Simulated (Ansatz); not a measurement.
A run of Ansatz 0.2.0 is set up as follows.

input.yaml

```yaml
crystal:
  lattice:
    - [-1.6069, 1.6069, 3.91495]
    - [1.6069, -1.6069, 3.91495]
    - [1.6069, 1.6069, -3.91495]
  atoms:
    - { symbol: W, position: [0.0, 0.0, 0.0] }
    - { symbol: Si, position: [0.6653, 0.6653, 0.0] }
    - { symbol: Si, position: [0.3347, 0.3347, 0.0] }
kpoints:
  mp_grid: { grid: [12, 12, 12] }
  band_path:
    path:
      - [0.0, 0.0, 0.0]
      - [0.0, 0.0, 0.5]
      - [-0.084235521, 0.084235521, 0.5]
      - [-0.2921177605, 0.2921177605, 0.2921177605]
      - [0.0, 0.0, 0.0]
      - [0.5, 0.5, -0.5]
      - [0.2921177605, 0.7078822395, -0.2921177605]
      - [0.0, 0.5, 0.0]
    npoints: 6
scf:
  occupations: { method: fermi_dirac, width: 0.05 }
hamiltonian:
  xc: pbesol
  pseudopotentials: { kind: all_electron, datasets: crystal }
output:
  forces: true
  stress: true
  eigenvalues: true
```

Potentials or basis: all-electron PAW datasets made for the crystal.

Launch:

```console
$ ansatz run input.yaml --threads 2 --pin off --max-ram 8192MiB --backend cpu --events-out ev --progress --plain --runs-dir out
```

Question: Estimate the largest force.

Answer: 0.020 eV/Å.

Question: Estimate the pressure.

Answer: -2.0 GPa.

Question: Predict the band gap along the path.

Answer: None (metal or under the smearing width).

Levels at the corners of the path, in eV from the Fermi level:
```tsv
point	band 3	band 4	band 5	band 6	band 7	band 8	band 9	band 10	band 11
Γ	-3.73	-3.37	-2.85	-2.85	0.59	2.75	2.91	3.07	3.07
X	-6.01	-5.48	-5.02	-3.27	-1.76	2.81	2.93	3.09	3.89
Y	-5.90	-5.14	-4.08	-3.13	-2.33	1.97	2.10	3.01	5.14
S	-7.78	-3.08	-2.72	-2.48	-0.34	1.76	2.49	3.54	4.40
Γ	-3.73	-3.37	-2.85	-2.85	0.59	2.75	2.91	3.07	3.07
Z	-3.89	-2.60	-0.83	-0.83	-0.52	-0.52	0.77	4.51	4.86
S1	-7.78	-3.08	-2.72	-2.48	-0.34	1.76	2.49	3.54	4.40
N	-5.76	-4.85	-2.81	-2.79	-0.46	2.66	2.79	3.94	4.40
```

Caveat: spin-orbit coupling is left out, which moves the levels of the heavy elements.
